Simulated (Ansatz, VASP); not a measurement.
## One calculation of Ti, two programs

```
Ti
1.0
     4.53672    0.00000    0.00000
    -2.26836    3.92892    0.00000
     0.00000    0.00000    2.80728
Ti
3
Direct
  0.66667 0.33333 0.50000
  0.33333 0.66667 0.50000
  0.00000 0.00000 0.00000
```

Change from the starting cell: volume scaled by 0.98.

Alike in both runs: task single point; functional PBEsol; k mesh 7 × 7 × 9; occupations fermi-dirac, width 0.05 eV; no spin polarisation.

|  | VASP | Ansatz |
| --- | --- | --- |
| version | VASP 6.6.1 | Ansatz 0.2.0 |
| potentials or method | VASP PAW PBE potentials, release 64 (Ti_sv) | Ansatz PAW |
| plane-wave cutoff (eV) | 520 | 420 |
| valence electrons in the cell | 36 | 36 |

|  | VASP | Ansatz | Ansatz less VASP |
| --- | --- | --- | --- |
| gap on the k mesh at the Fermi level (eV) | none | none | - |
| pressure (GPa) | -1.7 | -1.5 | +0.23 |
| largest component of the traceless stress (GPa) | 0.14 | 0.14 | -0.006 |

A gap of «none» marks a metal or a gap that the smearing closes.

Caveats: the PAW data sets were made with another functional, which shifts forces and pressure a little (VASP); the PAW data sets come from PBE, with cores solved anew for the run's functional, which leaves a small shift of forces and pressure (Ansatz).
